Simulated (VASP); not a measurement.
# Si4Ge3 (P6/mmm) in VASP: further runs

The runs below take Si4Ge3 through relaxation of cell and atoms, with PBE.

Everything below comes from runs of VASP 6.6.1. Logs are shortened: lines on timing, memory, paths and dates and some standing lists are left out, and cuts for length are marked.

**1. The crystal as given**

It takes space group P6/mmm (No. 191, hexagonal). The conventional cell has a = 5.269 Å, b = 5.269 Å, c = 5.941 Å, α = 90.00°, β = 90.00°, γ = 120.00°. Si (site symmetry -6m2) is surrounded by 9 Si at 3.04 to 3.19 Å and 6 Ge at 3.34 Å. Around Si (site symmetry 6mm) lie 1 Si at 1.94 Å. Ge (site symmetry mmm) has 4 Ge at 2.63 Å as nearest neighbours.

The cell was built by a generator and needn't be a form met in nature.

**2. Relaxation of cell and atoms, PBE**

Input file INCAR:

```
PREC     = Normal         # precision mode
ENCUT    = 520            # plane-wave cutoff, eV
EDIFF    = 1E-4           # SCF threshold, eV
ISMEAR   = 0              # smearing method
SIGMA    = 0.15           # smearing width, eV
LREAL    = False          # projectors in reciprocal space
LASPH    = True           # aspherical terms in the spheres
NELM     = 60             # most SCF steps
ALGO     = Fast           # electronic algorithm
ISIF     = 3              # what is computed and relaxed
LWAVE    = False          # write WAVECAR
LCHARG   = False          # write CHGCAR
GGA      = PE             # functional
IBRION   = 2              # ionic algorithm
NSW      = 24             # ionic steps
EDIFFG   = -0.08          # ionic threshold
```

Input file KPOINTS:

```
regular mesh
0
Gamma
  4 4 3
```

Input file POSCAR:

```
Si4Ge3
1.0
    5.2688724600      0.0000000000      0.0000000000
   -2.6344362300      4.5629774000      0.0000000000
    0.0000000000      0.0000000000      5.9405196400
Si Ge
4 3
Direct
    0.3333333300      0.6666666700      0.0000000000
    0.6666666700      0.3333333300      0.0000000000
    0.0000000000      0.0000000000      0.1629941000
    0.0000000000      0.0000000000      0.8370059000
    0.5000000000      0.0000000000      0.5000000000
    0.0000000000      0.5000000000      0.5000000000
    0.5000000000      0.5000000000      0.5000000000
```

Potentials or basis: VASP PAW PBE potentials, release 64 (Si, Ge_d).

Command:

```console
cat potpaw_PBE.64/Si/POTCAR potpaw_PBE.64/Ge_d/POTCAR > POTCAR
mpirun -np 1 vasp_std > vasp.out
```

OUTCAR:

```text
PREC = Normal
   ENCUT = 520
   EDIFF = 1E-4
   ISMEAR = 0
   LREAL = False
   LASPH = True
   NELM = 60
   ISIF = 3
   GGA = PE
   IBRION = 2
   NSW = 24
   EDIFFG = -0.08

 ion  position               nearest neighbor table
   1  0.333  0.667  0.000-   2 3.04   2 3.04   2 3.04
   2  0.667  0.333  0.000-   1 3.04   1 3.04   1 3.04
   3  0.000  0.000  0.163-   4 1.94
   4  0.000  0.000  0.837-   3 1.94
   5  0.500  0.000  0.500-   6 2.63   7 2.63   7 2.63   6 2.63
   6  0.000  0.500  0.500-   7 2.63   7 2.63   5 2.63   5 2.63
   7  0.500  0.500  0.500-   6 2.63   6 2.63   5 2.63   5 2.63

  LATTYP: Found a hexagonal cell.
 ALAT       =     5.2688724600
 C/A-ratio  =     1.1274745565

  Lattice vectors:

 A1 = (   5.2688724600,   0.0000000000,   0.0000000000)
 A2 = (  -2.6344362300,   4.5629774000,   0.0000000000)
 A3 = (   0.0000000000,   0.0000000000,   5.9405196400)

Analysis of symmetry for initial positions (statically):
=====================================================================
 Subroutine PRICEL returns:
 Original cell was already a primitive cell.

 Routine SETGRP: Setting up the symmetry group for a
 hexagonal supercell.

 Subroutine GETGRP returns: Found 24 space group operations
 (whereof 24 operations were pure point group operations)
 out of a pool of 24 trial point group operations.

The static configuration has the point symmetry D_6h.

Analysis of symmetry for dynamics (positions and initial velocities):
=====================================================================
 Subroutine PRICEL returns:
 Original cell was already a primitive cell.

 Routine SETGRP: Setting up the symmetry group for a
 hexagonal supercell.

 Subroutine GETGRP returns: Found 24 space group operations
 (whereof 24 operations were pure point group operations)
 out of a pool of 24 trial point group operations.

The dynamic configuration has the point symmetry D_6h.

 Subroutine INISYM returns: Found 24 space group operations
 (whereof 24 operations are pure point group operations),
 and found     1 'primitive' translations

----------------------------------------------------------------------------------------

                                     Primitive cell

  volume of cell :     142.8205

  direct lattice vectors                    reciprocal lattice vectors
[... 84 lines left out ...]
   IBRION =      2    ionic relax: 0-MD 1-quasi-New 2-CG
   NFREE  =      1    steps in history (QN), initial steepest desc. (CG)
   ISIF   =      3    stress and relaxation
   ISYM   =      2    0-nonsym 1-usesym 2-fastsym
   POTIM  = 0.5000    time-step for ionic-motion
   TEBEG  =    0.0;   TEEND  =   0.0 temperature during run
   PSTRESS=    0.0 pullay stress
   NELECT =      58.0000    total number of electrons
   NUPDOWN=      -1.0000    fix difference up-down
   EMIN   =  10.00;   EMAX   =-10.00  energy-range for DOS
   EFERMI =   0.00;   METHOD = LEGACY
   ISMEAR =     0;   SIGMA  =   0.15  broadening in eV -4-tet -1-fermi 0-gaus
   EFERMI_NEDOS =   21; number of points for ismear=-14 and -15
   IALGO  =     68    algorithm
   IMIX   =      4    mixing-type and parameters
     AMIX     =   0.40;   BMIX     =  1.00
     AMIX_MAG =   1.60;   BMIX_MAG =  1.00
  volume/ion in A,a.u.               =      20.40       137.69
  Fermi-wavevector in a.u.,A,eV,Ry     =   1.212330  2.290971 19.997066  1.469743
  Thomas-Fermi vector in A             =   2.347817
   LORBIT       =      0    0 simple, 1 ext, 2 COOP (PROOUT), +10 PAW based schemes
   GGA     = PE    functional components
   LHFCALC =     F    Hartree Fock is set to
   AEXX    =    0.0000 exact exchange contribution
   IVDW    =     0    specifies the selected vdW correction
   LEPSILON=     F    determine dielectric tensor
   LRPA    =     F    only Hartree local field effects (RPA)
 conjugate gradient relaxation of ions
 non-spin polarized calculation
 RMM-DIIS sequential band-by-band and
 Gauss-broadening in eV      SIGMA  =   0.15
  energy-cutoff  :      520.00
  volume of cell :      142.82
 maximum number of plane-waves:      3862
   NGX = 19   NGY = 19   NGZ = 23

--------------------------------------- Ionic step        1  -------------------------------------------

 number of electron      57.9999968 magnetization

 Free energy of the ion-electron system (eV)
  ---------------------------------------------------
  ext. energy  EPLUGINS =         0.00000000
  ---------------------------------------------------
  free energy    TOTEN  =       -28.41300855 eV

  energy without entropy =      -28.36578791  energy(sigma->0) =      -28.38939823

------------------------ aborting loop because EDIFF is reached ----------------------------------------

  FORCE on cell =-STRESS in cart. coord.  units (eV):
  Direction    XX          YY          ZZ          XY          YZ          ZX
  --------------------------------------------------------------------------------------
  -------------------------------------------------------------------------------------
  Total       -4.2846828     -4.2846828      8.4357299      0.0000000     -0.0000000      0.0000000
  in kB      -48.0660923    -48.0660923     94.6330439      0.0000000     -0.0000000      0.0000000
  external PRESSURE =      -0.4997136 kB  Pullay stress =       0.0000000 kB
[... 104 lines left out ...]
  FREE ENERGIE OF THE ION-ELECTRON SYSTEM (eV)
  ---------------------------------------------------
  free  energy   TOTEN  =       -29.6377336153 eV

  energy  without entropy=      -29.5810377946  energy(sigma->0) =      -29.60938570

[... ionic steps 4 to 20 ...]

--------------------------------------- Ionic step       21  -------------------------------------------

 number of electron      57.9999926 magnetization

------------------------ aborting loop because EDIFF is reached ----------------------------------------
[... 77 lines left out ...]
--------------------------------------- Ionic step       23  -------------------------------------------

 number of electron      57.9999967 magnetization

 Free energy of the ion-electron system (eV)
  ---------------------------------------------------
  ext. energy  EPLUGINS =         0.00000000
  ---------------------------------------------------
  free energy    TOTEN  =       -30.36107117 eV

  energy without entropy =      -30.31516662  energy(sigma->0) =      -30.33811889

 E-fermi :   7.3584     XC(G=0): -10.8289

 val. band max:        7.3059829015   @ k =   0.5000  -0.0000   0.3333
 cond. band min:       7.4530836401   @ k =   0.2500   0.2500   0.3333
 fundamental gap:      0.1471007386
 Fermi energy:         7.3584075156

 k-point     1 :       0.0000    0.0000    0.0000
  band No.  band energies     occupation
      1     -17.3434      2.00000
      2     -17.3150      2.00000
      3     -17.3149      2.00000
      4     -17.2625      2.00000
      5     -17.2298      2.00000
      6     -17.2165      2.00000
[... 319 lines left out ...]
  FREE ENERGIE OF THE ION-ELECTRON SYSTEM (eV)
  ---------------------------------------------------
  free  energy   TOTEN  =       -30.3610711684 eV

  energy  without entropy=      -30.3151666215  energy(sigma->0) =      -30.33811889

 reached required accuracy - stopping structural energy minimisation
```

OSZICAR:

```text
N       E                     dE             d eps       ncg     rms          rms(c)
DAV:   1     0.474347722548E+03    0.47435E+03   -0.27229E+04   616   0.339E+03
DAV:   2     0.568210751976E+02   -0.41753E+03   -0.41143E+03   544   0.780E+02
DAV:   3    -0.242664540159E+02   -0.81088E+02   -0.79640E+02   630   0.195E+02
[... 184 lines left out ...]
DAV:   1    -0.303740939597E+02   -0.16539E-01   -0.38175E-01   590   0.405E+00    0.702E-01
RMM:   2    -0.303653447874E+02    0.87492E-02   -0.23401E-02   656   0.128E+00    0.418E-01
RMM:   3    -0.303611522943E+02    0.41925E-02   -0.69582E-03   644   0.527E-01    0.959E-02
RMM:   4    -0.303610443494E+02    0.10794E-03   -0.13483E-03   593   0.234E-01    0.262E-02
RMM:   5    -0.303610711684E+02   -0.26819E-04   -0.33320E-04   371   0.126E-01
  23 F= -.30361071E+02 E0= -.30338119E+02  d E =-.252606E+00
```

CONTCAR:

```text
Si4Ge3
   1.00000000000000
     5.4757163323968916   -0.0000000000000001    0.0000000000000000
    -2.7378581661984458    4.7421094481467607    0.0000000000000001
     0.0000000000000000   -0.0000000000000001    4.8387092464847123
  Si              Ge
     4     3
Direct
     0.3333333300000021    0.6666666699999979    0.0000000000000000
     0.6666666699999979    0.3333333300000021    0.0000000000000000
     0.0000000000000000    0.0000000000000000    0.2469013607679203
     0.0000000000000000    0.0000000000000000    0.7530986392320796
     0.5000000000000000    0.0000000000000000    0.5000000000000000
     0.0000000000000000    0.5000000000000000    0.5000000000000000
     0.5000000000000000    0.5000000000000000    0.5000000000000000

  0.00000000E+00  0.00000000E+00  0.00000000E+00
  0.00000000E+00  0.00000000E+00  0.00000000E+00
  0.00000000E+00  0.00000000E+00  0.00000000E+00
  0.00000000E+00  0.00000000E+00  0.00000000E+00
  0.00000000E+00  0.00000000E+00  0.00000000E+00
  0.00000000E+00  0.00000000E+00  0.00000000E+00
  0.00000000E+00  0.00000000E+00  0.00000000E+00
```

Wall time 2.9 min (1 thread of Intel Xeon 6975P-C (Granite Rapids), shared host); peak memory 0.2 GiB.

Results:

```yaml
Free_energy: -30.3611 eV
Relaxed_volume: 17.95 Å³/atom
Relaxed_cell: a = 5.476 Å, b = 5.476 Å, c = 4.839 Å, α = 90.00°, β = 90.00°, γ = 120.00°
Space_group_after_relaxing_to_0.05_Å: P6/mmm (No. 191)
Energy_gained_by_relaxing: 278.3 meV/atom
Ionic_steps: 23
Pressure_after_relaxing: -0.3 GPa
Largest_force_after_relaxing: 0.041 eV/Å
Band_gap_on_the_k_mesh: none (metal or under the smearing width)
```

Forces on the atoms (eV/Å):
```
Si   0.000  0.000  0.000
Si   0.000  0.000  0.000
Si   0.000  0.000  0.041
Si   0.000  0.000 -0.041
Ge   0.000  0.000  0.000
Ge   0.000  0.000  0.000
Ge   0.000  0.000  0.000
```

The path:
| step | energy change (eV) | largest force (eV/Å) | pressure (GPa) | volume (Å³) |
| --- | --- | --- | --- | --- |
| 1 | 0.0000 | 7.7359 | -0.05 | 142.82 |
| 2 | -0.7509 | 1.4946 | -3.41 | 142.33 |
| 3 | -1.2247 | 0.1473 | -4.49 | 142.68 |
| 4 | -1.2262 | 0.0612 | -4.25 | 142.68 |
| 5 | -1.2268 | 0.0583 | -4.42 | 142.69 |
| 6 | -1.3886 | 0.0238 | -0.68 | 132.60 |
| 7 | -1.3891 | 0.0110 | -0.51 | 130.70 |
| 8 | -1.3564 | 0.0147 | 2.77 | 126.96 |
| 9 | -1.3868 | 0.0094 | 2.22 | 130.07 |
| 10 | -1.3884 | 0.0109 | -0.11 | 130.47 |
| 11 | -1.4340 | 0.3961 | 0.47 | 129.20 |
| 12 | -1.4744 | 1.7952 | 2.36 | 125.22 |
| 13 | -1.4838 | 1.1295 | 1.49 | 126.97 |
| 14 | -1.4881 | 1.3313 | 2.15 | 126.42 |
| 15 | -1.5017 | 1.3476 | 1.83 | 126.35 |
| 16 | -1.5285 | 1.4457 | 1.07 | 126.13 |
| 17 | -1.5936 | 1.9526 | 1.08 | 125.60 |
| 18 | -1.6833 | 2.3064 | 1.59 | 124.18 |
| 19 | -1.6955 | 2.2926 | 1.80 | 124.50 |
| 20 | -1.7519 | 1.8974 | 1.27 | 124.70 |
| 21 | -1.8431 | 1.1915 | 0.20 | 125.10 |
| 22 | -1.9446 | 0.1330 | 0.14 | 125.70 |
| 23 | -1.9481 | 0.0414 | -0.32 | 125.64 |

Final structure:
```
Si Ge
1.0
     5.47572    0.00000    0.00000
    -2.73786    4.74211    0.00000
     0.00000    0.00000    4.83871
Si Ge
4 3
Direct
  0.33333 0.66667 0.00000
  0.66667 0.33333 0.00000
  0.00000 0.00000 0.24690
  0.00000 0.00000 0.75310
  0.50000 0.00000 0.50000
  0.00000 0.50000 0.50000
  0.50000 0.50000 0.50000
```

Caveat: the relaxation stopped at a loose force limit of 0.08 eV/Å, so its end isn't a converged minimum.

**3. Relaxation of cell and atoms, PBE**

This run uses another cell than the first one, of 18.98 Å³/atom, 0.930 times its volume.

INCAR is that of step 2.

Input file KPOINTS:

```
regular mesh
0
Gamma
  4 4 4
```

Input file POSCAR:

```
Si4Ge3
1.0
    5.1022402300      0.0000000000      0.0000000000
    0.0000000000      5.1022402300      0.0000000000
    0.0000000000      0.0000000000      5.1022402300
Si Ge
4 3
Direct
    0.0000000000      0.5000000000      0.5000000000
    0.5000000000      0.0000000000      0.5000000000
    0.5000000000      0.5000000000      0.0000000000
    0.0000000000      0.0000000000      0.0000000000
    0.5000000000      0.0000000000      0.0000000000
    0.0000000000      0.5000000000      0.0000000000
    0.0000000000      0.0000000000      0.5000000000
```

Potentials or basis: VASP PAW PBE potentials, release 64 (Si, Ge_d).

Command:

```console
cat potpaw_PBE.64/Si/POTCAR potpaw_PBE.64/Ge_d/POTCAR > POTCAR
mpirun -np 1 vasp_std > vasp.out
```

OUTCAR:

```text
PREC = Normal
   ENCUT = 520
   EDIFF = 1E-4
   ISMEAR = 0
   LREAL = False
   LASPH = True
   NELM = 60
   ISIF = 3
   GGA = PE
   IBRION = 2
   NSW = 24
   EDIFFG = -0.08

 ion  position               nearest neighbor table
   1  0.000  0.500  0.500-   6 2.55   7 2.55   6 2.55   7 2.55
   2  0.500  0.000  0.500-   5 2.55   7 2.55   5 2.55   7 2.55
   3  0.500  0.500  0.000-   5 2.55   6 2.55   5 2.55   6 2.55
   4  0.000  0.000  0.000-   5 2.55   6 2.55   7 2.55   7 2.55   6 2.55   5 2.55
   5  0.500  0.000  0.000-   2 2.55   3 2.55   4 2.55   2 2.55   3 2.55   4 2.55
   6  0.000  0.500  0.000-   1 2.55   3 2.55   4 2.55   1 2.55   4 2.55   3 2.55
   7  0.000  0.000  0.500-   1 2.55   2 2.55   4 2.55   4 2.55   1 2.55   2 2.55

  LATTYP: Found a simple cubic cell.
[... 617 lines left out ...]
  external PRESSURE =      -5.6042830 kB  Pullay stress =       0.0000000 kB

 VOLUME and BASIS-vectors are now :
 -----------------------------------------------------------------------------
  energy-cutoff  :      520.00
  volume of cell :      138.91
      direct lattice vectors                 reciprocal lattice vectors
     5.179009772  0.000000000  0.000000000     0.193087104 -0.000000000 -0.000000000
     0.000000000  5.179009772  0.000000000    -0.000000000  0.193087104  0.000000000
     0.000000000 -0.000000000  5.179009772    -0.000000000 -0.000000000  0.193087104

 POSITION                                       TOTAL-FORCE (eV/Angst)
 -----------------------------------------------------------------------------------
      0.00000      2.58950      2.58950        -0.000000      0.000000      0.000000
      2.58950     -0.00000      2.58950         0.000000      0.000000      0.000000
      2.58950      2.58950      0.00000         0.000000      0.000000      0.000000
      0.00000      0.00000      0.00000         0.000000      0.000000      0.000000
      2.58950      0.00000      0.00000        -0.000000      0.000000      0.000000
      0.00000      2.58950      0.00000         0.000000      0.000000      0.000000
      0.00000     -0.00000      2.58950         0.000000     -0.000000      0.000000
 -----------------------------------------------------------------------------------
    total drift:                                0.000000     -0.000000     -0.000000

  FREE ENERGIE OF THE ION-ELECTRON SYSTEM (eV)
  ---------------------------------------------------
  free  energy   TOTEN  =       -31.0272636995 eV

  energy  without entropy=      -30.9576610215  energy(sigma->0) =      -30.99246236

 reached required accuracy - stopping structural energy minimisation
```

OSZICAR:

```text
N       E                     dE             d eps       ncg     rms          rms(c)
DAV:   1     0.499984698265E+03    0.49998E+03   -0.27620E+04   800   0.360E+03
DAV:   2     0.587769374259E+02   -0.44121E+03   -0.43440E+03   680   0.807E+02
DAV:   3    -0.263637208148E+02   -0.85141E+02   -0.83566E+02   794   0.202E+02
[... 12 lines left out ...]
RMM:   3    -0.310434298938E+02    0.21645E+00   -0.50321E-01   765   0.716E+00    0.619E-01
RMM:   4    -0.310297272836E+02    0.13703E-01   -0.53739E-02   830   0.154E+00    0.427E-01
RMM:   5    -0.310271871332E+02    0.25402E-02   -0.12987E-02   826   0.112E+00    0.255E-01
RMM:   6    -0.310272149376E+02   -0.27804E-04   -0.27437E-03   806   0.382E-01    0.733E-02
RMM:   7    -0.310272636995E+02   -0.48762E-04   -0.60652E-04   567   0.163E-01
   2 F= -.31027264E+02 E0= -.30992462E+02  d E =-.350444E-01
```

CONTCAR:

```text
Si4Ge3
   1.00000000000000
     5.1790097720215531    0.0000000000000000    0.0000000000000000
     0.0000000000000000    5.1790097720215531    0.0000000000000000
     0.0000000000000000   -0.0000000000000000    5.1790097720215531
  Si              Ge
     4     3
Direct
     0.0000000000000000    0.5000000000000000    0.5000000000000000
     0.5000000000000000    0.0000000000000000    0.5000000000000000
     0.5000000000000000    0.5000000000000000    0.0000000000000000
     0.0000000000000000    0.0000000000000000    0.0000000000000000
     0.5000000000000000    0.0000000000000000    0.0000000000000000
     0.0000000000000000    0.5000000000000000    0.0000000000000000
     0.0000000000000000    0.0000000000000000    0.5000000000000000

  0.00000000E+00  0.00000000E+00  0.00000000E+00
  0.00000000E+00  0.00000000E+00  0.00000000E+00
  0.00000000E+00  0.00000000E+00  0.00000000E+00
  0.00000000E+00  0.00000000E+00  0.00000000E+00
  0.00000000E+00  0.00000000E+00  0.00000000E+00
  0.00000000E+00  0.00000000E+00  0.00000000E+00
  0.00000000E+00  0.00000000E+00  0.00000000E+00
```

Run time: 18 s. Hardware: 1 thread of Intel Xeon 6975P-C (Granite Rapids), shared host; peak memory 0.17 GiB.

Results:

- Free energy: -31.0273 eV
- Relaxed volume: 19.84 Å³/atom
- Relaxed cell: a = 5.179 Å, b = 5.179 Å, c = 5.179 Å, α = 90.00°, β = 90.00°, γ = 90.00°
- Space group after relaxing (to 0.05 Å): Pm-3m (No. 221)
- Energy gained by relaxing: 5.0 meV/atom
- Ionic steps: 2
- Pressure after relaxing: -0.6 GPa
- Band gap on the k mesh: none (metal or under the smearing width)

Step by step:
```tsv
step	energy change (eV)	largest force (eV/Å)	pressure (GPa)	volume (Å³)
1	0.0000	0.0000	2.63	132.83
2	-0.0350	0.0000	-0.56	138.91
```

Final structure:
```
Si Ge
1.0
     5.17901    0.00000    0.00000
     0.00000    5.17901    0.00000
     0.00000    0.00000    5.17901
Si Ge
4 3
Direct
  0.00000 0.50000 0.50000
  0.50000 0.00000 0.50000
  0.50000 0.50000 0.00000
  0.00000 0.00000 0.00000
  0.50000 0.00000 0.00000
  0.00000 0.50000 0.00000
  0.00000 0.00000 0.50000
```

Caveat: the relaxation stopped at a loose force limit of 0.08 eV/Å, so its end isn't a converged minimum.
